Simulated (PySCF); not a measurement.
Compound: isopentane, C5H12.
Cartesian coordinates in Å at the GFN2-xTB level; atoms count from 1:
```
atom  x, y, z in Å
C1     1.9245   -0.7875   -0.0319
C2     0.8956    0.1971    0.5120
C3    -0.3687    0.3032   -0.3482
C4    -1.1799   -0.9901   -0.3263
C5    -1.2329    1.4645    0.1399
H6     2.1918   -0.5332   -1.0557
H7     1.5415   -1.8044   -0.0172
H8     2.8282   -0.7600    0.5735
H9     1.3572    1.1860    0.5728
H10    0.6139   -0.0970    1.5261
H11   -0.0670    0.5068   -1.3822
H12   -0.6146   -1.8159   -0.7497
H13   -2.0917   -0.8729   -0.9084
H14   -1.4561   -1.2462    0.6949
H15   -1.5353    1.3015    1.1725
H16   -0.6840    2.4024    0.0870
H17   -2.1295    1.5577   -0.4692
```

Level of theory: PySCF 2.14.0, density-fitted response routines, TDDFT B3LYP/def2-SVPD, vertical, gas phase, core orbitals frozen in the response.

Ground-to-excited transition dipoles (e·a0, same axes as the geometry; the sign carries no meaning), for the states with f of 0.002 or more among the lowest 7:

```tsv
state	E (eV)	μx	μy	μz
S1	8.235	0.172	0.031	0.084
S2	8.366	-0.078	-0.333	-0.081
S3	8.511	-0.059	-0.030	0.073
S4	8.840	-0.383	0.087	-0.272
S5	8.950	0.038	-0.382	-0.027
S6	9.004	-0.033	-0.026	0.102
S7	9.070	-0.244	-0.012	0.223
```

Task: What oscillator strength does each state have?

Result: f = (2/3) ΔE |μ|² with ΔE in hartree (27.2114 eV).

```json
{"state": "S1", "|μ|² (au)": "0.038", "|μ| (D)": "0.49", "f": "0.008"}
{"state": "S2", "|μ|² (au)": "0.124", "|μ| (D)": "0.89", "f": "0.025"}
{"state": "S3", "|μ|² (au)": "0.010", "|μ| (D)": "0.25", "f": "0.002"}
{"state": "S4", "|μ|² (au)": "0.228", "|μ| (D)": "1.21", "f": "0.049"}
{"state": "S5", "|μ|² (au)": "0.148", "|μ| (D)": "0.98", "f": "0.032"}
{"state": "S6", "|μ|² (au)": "0.012", "|μ| (D)": "0.28", "f": "0.003"}
{"state": "S7", "|μ|² (au)": "0.109", "|μ| (D)": "0.84", "f": "0.024"}
```

Task: Which bond between heavy atoms lies closest to the direction of the S4 transition dipole?

Result: C2–C3, at 7° from it; next C1–C2 at 63°.

Task: What angle do the transition dipoles of S4 and S5 make?

Result: |cos θ| = |μa·μb| / (|μa| |μb|) = 0.22, so θ ≈ 77° (taken between 0 and 90°, since the signs are arbitrary).

Task: How is the summed strength of these states shared among x, y and z?

Result: (2/3) Σ ΔE μα² gives 0.054 for x, 0.057 for y and 0.033 for z, 0.144 in all.

Task: What peak molar absorption coefficient would the strongest computed level give as a lone Gaussian band 0.5 eV wide at half height?

Result: ε(max) = 2.175×10⁸ f / FWHM, with the width in cm⁻¹. S4: 2.175×10⁸ × 0.0495 / 4033 ≈ 2700 L mol⁻¹ cm⁻¹.

The run took 40 s on one thread of an Arm Neoverse N1 (shared host).

One conformer stands for the species.

Without π bonds the low states may be Rydberg-like; a valence basis with one diffuse set may place them up to an eV too high.
